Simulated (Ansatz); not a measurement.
Start from `C=C[CH2][AlH][Cl]` and change one atom or group to get `C=CCC`.

Ansatz, PBE0-D4/def2-TZVP geometries, multiplicity 1. Each molecule was computed in one conformer, which needn't be the lowest.

```
                                                                                  property  `C=C[CH2][AlH][Cl]`
                                        size of the dipole moment (ωB97M-V/def2-TZVPP) / D                 2.63
                                                         LUMO energy (PBE/def2-TZVPP) / eV                -2.00
                                                     HOMO energy (ωB97M-V/def2-TZVPP) / eV                -9.23
ideal-gas entropy at 298 K and 1 bar (rigid rotor, harmonic PBE0-D4/def2-TZVP) / J/(mol·K)                  344
                                            zero-point energy (PBE0-D4/def2-TZVP) / kJ/mol                206.0
                                                       HOMO–LUMO gap (PBE/def2-TZVPP) / eV                 4.09
```

(1) What does the change do to each property? (An estimate is asked.)

Results:

(1) Computed: 
```json
{"property": "size of the dipole moment (ωB97M-V/def2-TZVPP) / D", "`C=CCC`": "0.40", "shift": "-2.23"}
{"property": "LUMO energy (PBE/def2-TZVPP) / eV", "`C=CCC`": "-0.65", "shift": "1.35"}
{"property": "HOMO energy (ωB97M-V/def2-TZVPP) / eV", "`C=CCC`": "-9.64", "shift": "-0.41"}
{"property": "ideal-gas entropy at 298 K and 1 bar (rigid rotor, harmonic PBE0-D4/def2-TZVP) / J/(mol·K)", "`C=CCC`": "297", "shift": "-47"}
{"property": "zero-point energy (PBE0-D4/def2-TZVP) / kJ/mol", "`C=CCC`": "284.9", "shift": "78.9"}
{"property": "HOMO–LUMO gap (PBE/def2-TZVPP) / eV", "`C=CCC`": "5.60", "shift": "1.51"}
```

With PBE0 the HOMO falls by 0.24 eV and the LUMO rises by 1.47 eV, so the gap widens by about 1.71 eV. PBE moves the HOMO by -0.17 eV and ωB97M-V by -0.41 eV. The zero-point energy changes by 78.9 kJ/mol with +3 modes. Dipoles are sizes alone; their direction can turn.

Positive LUMOs are unbound, so they and the gaps depend on the basis.
